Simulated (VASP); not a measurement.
# In (I4/mmm) in VASP: settings compared, part 2 of 2

VASP 6.6.1. Earlier steps stand in the parts before.

## 4. Equation of state, PBEsol, 25.62 Å³/atom (volume scaled by 0.98)

Input file INCAR:

```
SYSTEM = In
PREC     = Accurate       ! precision mode
ENCUT    = 520            ! plane-wave cutoff, eV
EDIFF    = 1E-7           ! SCF threshold, eV
ISMEAR   = -1             ! smearing method
SIGMA    = 0.05           ! smearing width, eV
LREAL    = .False.        ! projectors in reciprocal space
LASPH    = .True.         ! aspherical terms in the spheres
NELM     = 60             ! most SCF steps
ALGO     = Normal         ! electronic algorithm
ISIF     = 2              ! what is computed and relaxed
LWAVE    = .False.        ! write WAVECAR
LCHARG   = .False.        ! write CHGCAR
GGA      = PS             ! functional
NBANDS   = 12             ! bands
```

Input file KPOINTS:

```
Automatic mesh
0
Gamma
  11 11 11
  0 0 0
```

Input file POSCAR:

```
In
1.0
   -1.6145604767      1.6145604767      2.4570974863
    1.6145604767     -1.6145604767      2.4570974863
    1.6145604767      1.6145604767     -2.4570974863
In
1
Direct
    0.0000000000      0.0000000000      0.0000000000
```

Started as:

```
$ cat potpaw_PBE.64/In_d/POTCAR > POTCAR
$ mpirun -np 1 vasp_std > vasp.out
```

It took 44 s on 1 thread of Intel Xeon Platinum 8259CL at 2.50GHz (Skylake/Cascade Lake), shared host; peak memory 0.18 GiB.

It converged, with:

```
Free energy            : -2.9840 eV
Pressure               : -0.1 GPa
Band gap on the k mesh : none (metal or under the smearing width)
```

Caveat: the PAW data sets were made with another functional, which shifts forces and pressure a little.

## 5. Equation of state, PBEsol, 26.67 Å³/atom (volume scaled by 1.02)

INCAR is that of step 4.

KPOINTS is that of step 4.

Input file POSCAR:

```
In
1.0
   -1.6362350157      1.6362350157      2.4900825966
    1.6362350157     -1.6362350157      2.4900825966
    1.6362350157      1.6362350157     -2.4900825966
In
1
Direct
    0.0000000000      0.0000000000      0.0000000000
```

Started as:

```
$ cat potpaw_PBE.64/In_d/POTCAR > POTCAR
$ mpirun -np 1 vasp_std > vasp.out
```

Wall time 39 s (1 thread of Intel Xeon Platinum 8259CL at 2.50GHz (Skylake/Cascade Lake), shared host); peak memory 0.18 GiB.

It converged, with:

- Free energy: -2.9783 eV
- Pressure: -1.7 GPa
- Band gap on the k mesh: none (metal or under the smearing width)

Caveat: the PAW data sets were made with another functional, which shifts forces and pressure a little.

## 6. Equation of state, PBEsol, 27.19 Å³/atom (volume scaled by 1.04)

INCAR is that of step 5.

KPOINTS is that of step 5.

Input file POSCAR:

```
In
1.0
   -1.6468602161      1.6468602161      2.5062524172
    1.6468602161     -1.6468602161      2.5062524172
    1.6468602161      1.6468602161     -2.5062524172
In
1
Direct
    0.0000000000      0.0000000000      0.0000000000
```

Potentials or basis: VASP PAW PBE potentials, release 64 (In_d).

Started as:

```
$ cat potpaw_PBE.64/In_d/POTCAR > POTCAR
$ mpirun -np 1 vasp_std > vasp.out
```

Wall time 56 s (1 thread of Intel Xeon Platinum 8259CL at 2.50GHz (Skylake/Cascade Lake), shared host); peak memory 0.18 GiB.

It converged, with:

```
Free energy            : -2.9719 eV
Pressure               : -2.4 GPa
Band gap on the k mesh : none (metal or under the smearing width)
```

Caveat: the PAW data sets were made with another functional, which shifts forces and pressure a little.

## 7. Equation of state, PBEsol, 27.71 Å³/atom (volume scaled by 1.06)

INCAR is that of step 6.

KPOINTS is that of step 6.

Input file POSCAR:

```
In
1.0
   -1.6573500545      1.6573500545      2.5222162388
    1.6573500545     -1.6573500545      2.5222162388
    1.6573500545      1.6573500545     -2.5222162388
In
1
Direct
    0.0000000000      0.0000000000      0.0000000000
```

Started as:

```
$ cat potpaw_PBE.64/In_d/POTCAR > POTCAR
$ mpirun -np 1 vasp_std > vasp.out
```

Run time: 48 s. Hardware: 1 thread of Intel Xeon Platinum 8259CL at 2.50GHz (Skylake/Cascade Lake), shared host; peak memory 0.18 GiB.

Results (log left out):

- Free energy: -2.9636 eV
- Pressure: -2.9 GPa
- Band gap on the k mesh: none (metal or under the smearing width)

Caveat: the PAW data sets were made with another functional, which shifts forces and pressure a little.

## 8. Equation of state, PBEsol

This step only gathers the single runs of the series.

Results:

- Equilibrium volume: 25.60 Å³/atom
- Bulk modulus at fixed shape and positions: 44 GPa
- Pressure derivative of the bulk modulus: 5.2

Energy against volume, from the lowest point:
```
volume (Å³/atom)  energy (meV/atom)
          24.575               6.16
          25.098               1.41
          25.621               0.00
          26.144               1.53
          26.666               5.64
          27.189              12.03
          27.712              20.42
```

Caveat: the cell was scaled at fixed shape and fractional positions, which overstates the stiffness of a crystal with free parameters, most of all of layers and chains; the PAW data sets were made with another functional, which shifts forces and pressure a little.

## 9. Equation of state, PBE, 24.57 Å³/atom (volume scaled by 0.94)

Input file INCAR:

```
SYSTEM = In
  PREC = Accurate
  ENCUT = 520
  EDIFF = 1E-7
  ISMEAR = -1
  SIGMA = 0.05
  LREAL = .False.
  LASPH = .True.
  NELM = 100
  ALGO = Normal
  ISIF = 2
  LWAVE = .False.
  LCHARG = .False.
  GGA = PE
  NBANDS = 12
```

Input file KPOINTS:

```
regular mesh
0
Gamma
  11 11 11
  0 0 0
```

Input file POSCAR:

```
In
1.0
   -1.5922878321      1.5922878321      2.4232021571
    1.5922878321     -1.5922878321      2.4232021571
    1.5922878321      1.5922878321     -2.4232021571
In
1
Direct
    0.0000000000      0.0000000000      0.0000000000
```

Potentials or basis: VASP PAW PBE potentials, release 64 (In_d).

Started as:

```
$ cat potpaw_PBE.64/In_d/POTCAR > POTCAR
$ mpirun -np 1 vasp_std > vasp.out
```

Wall time 28 s (1 thread of Intel Xeon Platinum 8488C (Sapphire Rapids), shared host); peak memory 0.18 GiB.

The run converged. Its results:

- Free energy: -2.5158 eV
- Pressure: 5.3 GPa
- Band gap on the k mesh: none (metal or under the smearing width)

## 10. Equation of state, PBE, 25.10 Å³/atom (volume scaled by 0.96)

Input file INCAR:

```
SYSTEM = In
ALGO     = Normal         ! electronic algorithm
EDIFF    = 1E-7           ! SCF threshold, eV
ENCUT    = 520            ! plane-wave cutoff, eV
GGA      = PE             ! functional
ISIF     = 2              ! what is computed and relaxed
ISMEAR   = -1             ! smearing method
LASPH    = .True.         ! aspherical terms in the spheres
LCHARG   = .False.        ! write CHGCAR
LREAL    = .False.        ! projectors in reciprocal space
LWAVE    = .False.        ! write WAVECAR
NBANDS   = 12             ! bands
NELM     = 80             ! most SCF steps
PREC     = Accurate       ! precision mode
SIGMA    = 0.05           ! smearing width, eV
```

Input file KPOINTS:

```
k-points
0
Gamma
  11 11 11
  0 0 0
```

Input file POSCAR:

```
In
1.0
   -1.6035014962      1.6035014962      2.4402675233
    1.6035014962     -1.6035014962      2.4402675233
    1.6035014962      1.6035014962     -2.4402675233
In
1
Direct
    0.0000000000      0.0000000000      0.0000000000
```

Started as:

```
$ cat potpaw_PBE.64/In_d/POTCAR > POTCAR
$ mpirun -np 1 vasp_std > vasp.out
```

It took 32 s on 1 thread of Intel Xeon Platinum 8488C (Sapphire Rapids), shared host; peak memory 0.17 GiB.

Results (log left out):

* Free energy: -2.5313 eV
* Pressure: 4.0 GPa
* Band gap on the k mesh: none (metal or under the smearing width)

## 11. Equation of state, PBE, 25.62 Å³/atom (volume scaled by 0.98)

Input file INCAR:

```
PREC = Accurate ; ENCUT = 520
EDIFF = 1E-7 ; ISMEAR = -1
SIGMA = 0.05 ; LREAL = F
LASPH = T ; NELM = 60
ALGO = Normal ; ISIF = 2
LWAVE = F ; LCHARG = F
GGA = PE ; NBANDS = 12
```

Input file KPOINTS:

```
regular mesh
0
Gamma
  11 11 11
```

Input file POSCAR:

```
In
1.0
   -1.6145604767      1.6145604767      2.4570974863
    1.6145604767     -1.6145604767      2.4570974863
    1.6145604767      1.6145604767     -2.4570974863
In
1
Direct
    0.0000000000      0.0000000000      0.0000000000
```

Started as:

```
$ cat potpaw_PBE.64/In_d/POTCAR > POTCAR
$ mpirun -np 1 vasp_std > vasp.out
```

Wall time 30 s (1 thread of Intel Xeon Platinum 8488C (Sapphire Rapids), shared host); peak memory 0.17 GiB.

The run converged. Its results:

```
Free energy            : -2.5429 eV
Pressure               : 3.0 GPa
Band gap on the k mesh : none (metal or under the smearing width)
```

## 12. Equation of state, PBE, 26.67 Å³/atom (volume scaled by 1.02)

Edit INCAR of step 11 so:

```diff
@@ -3,3 +3,3 @@
 SIGMA = 0.05 ; LREAL = F
-LASPH = T ; NELM = 60
+LASPH = T ; NELM = 80
 ALGO = Normal ; ISIF = 2
```

KPOINTS is that of step 11.

Input file POSCAR:

```
In
1.0
   -1.6362350157      1.6362350157      2.4900825966
    1.6362350157     -1.6362350157      2.4900825966
    1.6362350157      1.6362350157     -2.4900825966
In
1
Direct
    0.0000000000      0.0000000000      0.0000000000
```

Potentials or basis: VASP PAW PBE potentials, release 64 (In_d).

Started as:

```
$ cat potpaw_PBE.64/In_d/POTCAR > POTCAR
$ mpirun -np 1 vasp_std > vasp.out
```

Wall time 29 s (1 thread of Intel Xeon Platinum 8488C (Sapphire Rapids), shared host); peak memory 0.17 GiB.

It converged, with:

* Free energy: -2.5566 eV
* Pressure: 1.1 GPa
* Band gap on the k mesh: none (metal or under the smearing width)

## 13. Equation of state, PBE, 27.19 Å³/atom (volume scaled by 1.04)

Input file INCAR:

```
SYSTEM = In
PREC = Accurate ; ENCUT = 520
EDIFF = 1E-7 ; ISMEAR = -1
SIGMA = 0.05 ; LREAL = .False.
LASPH = .True. ; NELM = 100
ALGO = Normal ; ISIF = 2
LWAVE = .False. ; LCHARG = .False.
GGA = PE ; NBANDS = 12
```

Input file KPOINTS:

```
regular mesh
0
Gamma
  11 11 11
  0 0 0
```

Input file POSCAR:

```
In
1.0
   -1.6468602161      1.6468602161      2.5062524172
    1.6468602161     -1.6468602161      2.5062524172
    1.6468602161      1.6468602161     -2.5062524172
In
1
Direct
    0.0000000000      0.0000000000      0.0000000000
```

Started as:

```
$ cat potpaw_PBE.64/In_d/POTCAR > POTCAR
$ mpirun -np 1 vasp_std > vasp.out
```

Wall time 31 s (1 thread of Intel Xeon Platinum 8488C (Sapphire Rapids), shared host); peak memory 0.17 GiB.

Results (log left out):

```yaml
Free_energy: -2.5594 eV
Pressure: 0.4 GPa
Band_gap_on_the_k_mesh: none (metal or under the smearing width)
```

## 14. Equation of state, PBE, 27.71 Å³/atom (volume scaled by 1.06)

Input file INCAR:

```
SYSTEM = In
  PREC = Accurate
  ENCUT = 520
  EDIFF = 1E-7
  ISMEAR = -1
  SIGMA = 0.05
  LREAL = .FALSE.
  LASPH = .TRUE.
  NELM = 100
  ALGO = Normal
  ISIF = 2
  LWAVE = .FALSE.
  LCHARG = .FALSE.
  GGA = PE
  NBANDS = 12
```

Input file KPOINTS:

```
regular mesh
0
G
  11 11 11
  0 0 0
```

Input file POSCAR:

```
In
1.0
   -1.6573500545      1.6573500545      2.5222162388
    1.6573500545     -1.6573500545      2.5222162388
    1.6573500545      1.6573500545     -2.5222162388
In
1
Direct
    0.0000000000      0.0000000000      0.0000000000
```

Started as:

```
$ cat potpaw_PBE.64/In_d/POTCAR > POTCAR
$ mpirun -np 1 vasp_std > vasp.out
```

It took 27 s on 1 thread of Intel Xeon Platinum 8488C (Sapphire Rapids), shared host; peak memory 0.18 GiB.

It converged, with:

```yaml
Free_energy: -2.5598 eV
Pressure: -0.3 GPa
Band_gap_on_the_k_mesh: none (metal or under the smearing width)
```

## 15. Equation of state, PBE

Potentials or basis: VASP PAW PBE potentials, release 64 (In_d).

This step only gathers the single runs of the series.

What came out:

| Property | Result |
| --- | --- |
| Equilibrium volume | 27.55 Å³/atom |
| Bulk modulus at fixed shape and positions | 35 GPa |
| Pressure derivative of the bulk modulus | 5.3 |

Energy against volume, from the lowest point:
| volume (Å³/atom) | energy (meV/atom) |
| --- | --- |
| 24.575 | 43.92 |
| 25.098 | 28.50 |
| 25.621 | 16.84 |
| 26.144 | 8.52 |
| 26.666 | 3.15 |
| 27.189 | 0.41 |
| 27.712 | 0.00 |

Caveat: the cell was scaled at fixed shape and fractional positions, which overstates the stiffness of a crystal with free parameters, most of all of layers and chains.
